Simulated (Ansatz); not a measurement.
Here is an Ansatz 0.2.0 calculation.

Contents of input.yaml:

```yaml
crystal:
  lattice:
    - [3.223, 0.0, 0.0]
    - [-1.6115, 2.7911998764, 0.0]
    - [0.0, 0.0, 3.191]
  atoms:
    - { symbol: Mo, position: [0.0, 0.0, 0.0] }
    - { symbol: P, position: [0.3333333333, 0.6666666667, 0.5] }
hamiltonian:
  xc: pbe
  pseudopotentials: { kind: paw }
kpoints:
  mp_grid: { grid: [10, 10, 8] }
scf:
  occupations: { method: gaussian, width: 0.014 }
output:
  forces: true
  stress: true
  eigenvalues: true
```

Potentials or basis: Ansatz PAW.

Launch:

```sh
$ ansatz run input.yaml --threads 2 --pin off --max-ram 5632MiB --backend cpu --events-out ev --progress --plain --runs-dir out
```

Estimate the pressure.

2.5 GPa.

Estimate the band gap on the k mesh.

none (metal or under the smearing width).

Stress tensor (GPa, compression positive):
```
2.80 0.00 0.00
0.00 2.80 0.00
0.00 0.00 2.00
```
